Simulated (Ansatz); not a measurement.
Tl:

```
CELL_PARAMETERS angstrom
3.45600 0.00000 0.00000
-1.72800 2.99298 0.00000
0.00000 0.00000 5.52500
ATOMIC_POSITIONS crystal
Tl 0.66667 0.33333 0.75000
Tl 0.33333 0.66667 0.25000
```

| Item | Value |
| --- | --- |
| Program | Ansatz 0.2.0 |
| Task | single point |
| Functional | PBE |
| Potentials or basis | Ansatz PAW |
| Cutoff | 420 eV (not typed: the program's choice for these potentials) |
| k mesh | 9 × 9 × 5 |
| Occupations | fermi-dirac, width 0.05 eV |
| Spin | no spin polarisation |

On this cell: pressure 3.4 GPa; largest force under 0.003 eV/Å; band gap on the k mesh none (metal or under the smearing width).

The same run follows on a disturbed copy (atoms moved at random, drawn with an rms of 0.05 Å):

```xyz
2
Lattice="3.4560 0.0000 0.0000 -1.7280 2.9930 0.0000 0.0000 0.0000 5.5250" Properties=species:S:1:pos:R:3 pbc="T T T"
Tl    1.7545    0.9567    4.0954
Tl   -0.0081    1.9836    1.3419
```

What does the disturbed cell give?

The energy (extrapolated to zero smearing) moves by +0.2 meV/atom; pressure 3.4 GPa; largest force 0.031 eV/Å; band gap on the k mesh none (metal or under the smearing width).

Forces on the atoms (eV/Å):
```
Tl  -0.008  0.008  0.029
Tl   0.008 -0.008 -0.029
```

Stress tensor (GPa, compression positive):
```
2.83 0.17 0.00
0.17 3.10 0.00
0.00 0.00 4.35
```
